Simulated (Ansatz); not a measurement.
How far PBE-D3(BJ) and r2SCAN+rVV10 part for Sb2Te3, pressure −1 GPa

Start from Sb2Te3 in the Bi2Te3 type structure (space group R-3m, No. 166; a = 4.2761 Å, c = 29.8248 Å (hexagonal axes)).

(Cell as relaxed with PBE-D3(BJ).)

Levels (all Ansatz, a quantum-chemistry and plane-wave program, PAW): PBE-D3(BJ) (420 eV, without spin-orbit coupling); r2SCAN+rVV10 (500 eV, no SOC).

Each level relaxes its own structure.

```tsv
base	PBE-D3(BJ)	r2SCAN+rVV10
volume per atom	31.49 Å³	32.80 Å³
lattice parameter a	4.276 Å	4.286 Å
```

It is then changed as follows: a negative pressure, −1 GPa.

```
quantity         PBE-D3(BJ)  r2SCAN+rVV10
---------------  ----------  ------------
volume per atom    32.40 Å³           ___
c/a ratio             7.035           ___
```

Given the PBE-D3(BJ) results, estimate those of r2SCAN+rVV10.


- volume per atom, r2SCAN+rVV10: 34.30 Å³
- c/a ratio, r2SCAN+rVV10: 7.412

PBE-D3(BJ)'s volume per atom lies 1.894 Å³ below r2SCAN+rVV10's (5.5 %); PBE-D3(BJ)'s c/a ratio lies 0.377 below r2SCAN+rVV10's. The two levels end in clearly different cell shapes (a soft spacing or a collapse), which may drive these differences. Neither level is exact; r2SCAN+rVV10 is the comparison here, not a measurement.

Load acts through the strain it causes; cell and atoms are relaxed under it. Stability against distortions was not tested. All final runs are without spin polarisation.
